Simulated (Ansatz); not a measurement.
The system is KZnF3.

```
Zn K F
1.0
     4.05000    0.00000    0.00000
     0.00000    4.05000    0.00000
     0.00000    0.00000    4.05000
Zn K F
1 1 3
Cartesian
  2.0250 2.0250 2.0250
  0.0000 0.0000 0.0000
  2.0250 0.0000 2.0250
  0.0000 2.0250 2.0250
  2.0250 2.0250 0.0000
```

Base run:

* Program: Ansatz 0.2.0
* Functional: LDA
* Potentials or basis: all-electron LAPW, scalar-relativistic
* Cutoff: 384 eV (chosen from the basis error)
* Basis error allowed: 0.002 eV/atom
* k mesh: 7 × 7 × 7
* Occupations: fermi-dirac, width 0.05 eV
* Spin: no spin polarisation

Its results: band gap on the k mesh 3.75 eV, indirect (least direct gap 5.40 eV); pressure -4.8 GPa.

Q: The run is repeated on the same cell with these changes: functional from LDA to PBE. What comes out?

A: Band gap on the k mesh 3.99 eV, indirect (least direct gap 5.68 eV); pressure 4.5 GPa.

PBE binds less tightly than LDA, so the same cell stands under more pressure.

Caveats: the mesh misses the band edges, which the band path finds closer together.
